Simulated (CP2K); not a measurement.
The system is GaN.

```xyz
4
Lattice="3.1800 0.0000 0.0000 -1.5900 2.7540 0.0000 0.0000 0.0000 5.1660" Properties=species:S:1:pos:R:3 pbc="T T T"
Ga    1.5900    0.9180    2.5830
Ga    0.0000    1.8360    0.0000
N     1.5900    0.9180    4.5203
N     0.0000    1.8360    1.9373
```

Base run:

| Quantity | Value |
| --- | --- |
| Program | CP2K 2026.2 |
| Functional | PBE |
| Potentials or basis | POTENTIAL_UZH Ga GTH-PBE-q13, N GTH-PBE-q5; TZV2P-MOLOPT-PBE-GTH basis |
| Density cutoff | 6803 eV |
| k mesh | 10 × 10 × 5 |
| Occupations | fermi-dirac, width 0.05 eV |
| Spin | no spin polarisation |

Its results: band gap on the k mesh 1.94 eV, direct; pressure 9.2 GPa.

The run is repeated on the same cell with these changes: potentials or basis from POTENTIAL_UZH Ga GTH-PBE-q13, N GTH-PBE-q5; TZV2P-MOLOPT-PBE-GTH basis to POTENTIAL_UZH Ga GTH-PBE-q13, N GTH-PBE-q5; ccGRB-D basis; basis sets from Ga TZV2P-MOLOPT-PBE-GTH-q13, N TZV2P-MOLOPT-PBE-GTH-q5 to Ga ccGRB-D-q13, N ccGRB-D-q5. What comes out?

Band gap on the k mesh 2.57 eV, direct; pressure 10.4 GPa.

Caveats: the basis of atomic orbitals isn't converged, which shifts pressures, moduli and gaps.
